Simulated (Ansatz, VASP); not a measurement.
# KZnF3: VASP beside Ansatz

INCAR

```
SYSTEM = KZnF3
PREC     = Accurate       ! precision mode
ENCUT    = 520            ! plane-wave cutoff, eV
EDIFF    = 1E-6           ! SCF threshold, eV
ISMEAR   = -1             ! smearing method
SIGMA    = 0.05           ! smearing width, eV
LREAL    = .FALSE.        ! projectors in reciprocal space
LASPH    = .TRUE.         ! aspherical terms in the spheres
NELM     = 60             ! most SCF steps
ALGO     = Normal         ! electronic algorithm
ISIF     = 2              ! what is computed and relaxed
LWAVE    = .FALSE.        ! write WAVECAR
LCHARG   = .FALSE.        ! write CHGCAR
GGA      = PS             ! functional
NBANDS   = 29             ! bands
```

The input KPOINTS:

```
Automatic mesh
0
G
  7 7 7
  0 0 0
```

POSCAR

```
KZnF3
1.0
    4.1032955855      0.0000000000      0.0000000000
    0.0000000000      4.1032955855      0.0000000000
    0.0000000000      0.0000000000      4.1032955855
Zn K F
1 1 3
Direct
    0.5000000000      0.5000000000      0.5000000000
    0.0000000000      0.0000000000      0.0000000000
    0.5000000000      0.0000000000      0.5000000000
    0.0000000000      0.5000000000      0.5000000000
    0.5000000000      0.5000000000      0.0000000000
```

input.yaml

```yaml
crystal:
  lattice:
    - [4.1032955855, 0.0, 0.0]
    - [0.0, 4.1032955855, 0.0]
    - [0.0, 0.0, 4.1032955855]
  atoms:
    - { symbol: Zn, position: [0.5, 0.5, 0.5] }
    - { symbol: K, position: [0.0, 0.0, 0.0] }
    - { symbol: F, position: [0.5, 0.0, 0.5] }
    - { symbol: F, position: [0.0, 0.5, 0.5] }
    - { symbol: F, position: [0.5, 0.5, 0.0] }
hamiltonian:
  xc: pbesol
  pseudopotentials: { kind: paw }
kpoints:
  mp_grid: { grid: [7, 7, 7] }
scf:
  occupations: { method: fermi_dirac, width: 0.05 }
output:
  forces: true
  stress: true
  eigenvalues: true
  write_density: true
  write_potential: true
  elf: true
  volumetric_format: npy
```

Alike in both runs: task single point; functional PBEsol; k mesh 7 × 7 × 7; occupations fermi-dirac, width 0.05 eV; no spin polarisation.

|  | VASP | Ansatz |
| --- | --- | --- |
| version | VASP 6.6.1 | Ansatz 0.2.0 |
| potentials or method | VASP PAW PBE potentials, release 64 (Zn, K_sv, F) | Ansatz PAW |
| plane-wave cutoff (eV) | 520 | 420 |
| valence electrons in the cell | 42 | 42 |

VASP gave:

* gap on the k mesh at the Fermi level (eV): 3.65
* least direct gap on the mesh (eV): 5.18
* pressure (GPa): -2.4

**Question.** Which values does Ansatz return?

**Answer.** gap on the k mesh at the Fermi level (eV): 3.72; least direct gap on the mesh (eV): 5.22; pressure (GPa): -2.7.

With one functional, cell and mesh, what is left measures potentials, basis and numerics.

Caveats: the PAW data sets were made with another functional, which shifts forces and pressure a little (VASP); an odd mesh through Γ misses points on the zone boundary, where band edges often lie (VASP); odd divisions of the mesh miss points on the zone boundary, where band edges often lie, so the gap on the mesh can be too wide (Ansatz); the pressure holds a Pulay correction of +0.6 GPa for the finite cutoff (Ansatz); the PAW data sets come from PBE, with cores solved anew for the run's functional, which leaves a small shift of forces and pressure (Ansatz). Expect the measured gap to be larger: semilocal functionals such as PBEsol lack the derivative discontinuity.
